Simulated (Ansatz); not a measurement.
Pressure against volume: Yb

```yaml
crystal:
  lattice:
    - [-2.05232, 2.05232, 2.05232]
    - [2.05232, -2.05232, 2.05232]
    - [2.05232, 2.05232, -2.05232]
  atoms:
    - { symbol: Yb, position: [0.00000, 0.00000, 0.00000] }
```

The structure comes from a relaxation in the same program, started in the bcc type, and has space group Im-3m. Whether it is a known phase or the ground state wasn't checked.

Semilocal functionals without a Hubbard term describe localised f shells poorly; where the shell is localised, the real material differs.

Spin–orbit coupling is left out, though it moves levels of the heavy atoms by tenths of an eV or more.

Levels of theory: DFT, PBE, all-electron LAPW, scalar-relativistic (Ansatz 0.2.0); DFT, PBE, PAW with Ansatz's default frozen-core files, scalar-relativistic (Ansatz 0.2.0).

For LAPW: a Γ-centred 15×15×15 k mesh, Fermi–Dirac smearing of 0.05 eV, basis error target 0.5 meV/atom, no spin polarisation. PAW takes a cutoff of 420 eV at this cell. The Ansatz runs share mesh, smearing and spin set-up. Plane-wave (PAW) pressures include the program's estimate of the Pulay term.

The cell above is scaled evenly, with fractional coordinates and shape held.

Q: Estimate the equilibrium volume and bulk modulus that full-potential LAPW gives for this fixed shape.

A: V0 = 34.58 Å³/atom, B0 = 20 GPa, B0′ = 4.0, from a third-order Birch–Murnaghan fit to these pressures:
```json
{"V/V(cell)": "0.9600", "V (Å³/atom)": "33.195", "P, LAPW (GPa)": "0.89", "P, PAW (GPa)": "0.88", "free energy over the lowest listed, PAW (meV/atom)": "3.6"}
{"V/V(cell)": "0.9800", "V (Å³/atom)": "33.886", "P, LAPW (GPa)": "0.42", "P, PAW (GPa)": "0.41", "free energy over the lowest listed, PAW (meV/atom)": "0.8"}
{"V/V(cell)": "1.0000", "V (Å³/atom)": "34.578", "P, LAPW (GPa)": "0.00", "P, PAW (GPa)": "-0.01", "free energy over the lowest listed, PAW (meV/atom)": "0.0"}
{"V/V(cell)": "1.0200", "V (Å³/atom)": "35.269", "P, LAPW (GPa)": "-0.38", "P, PAW (GPa)": "-0.39", "free energy over the lowest listed, PAW (meV/atom)": "0.9"}
{"V/V(cell)": "1.0400", "V (Å³/atom)": "35.961", "P, LAPW (GPa)": "-0.73", "P, PAW (GPa)": "-0.74", "free energy over the lowest listed, PAW (meV/atom)": "3.3"}
```

PAW's V0 lies -0.05 % from the all-electron value and its B0 0.3 %. Symmetry fixes shape and coordinates here, so this is the relaxed modulus.
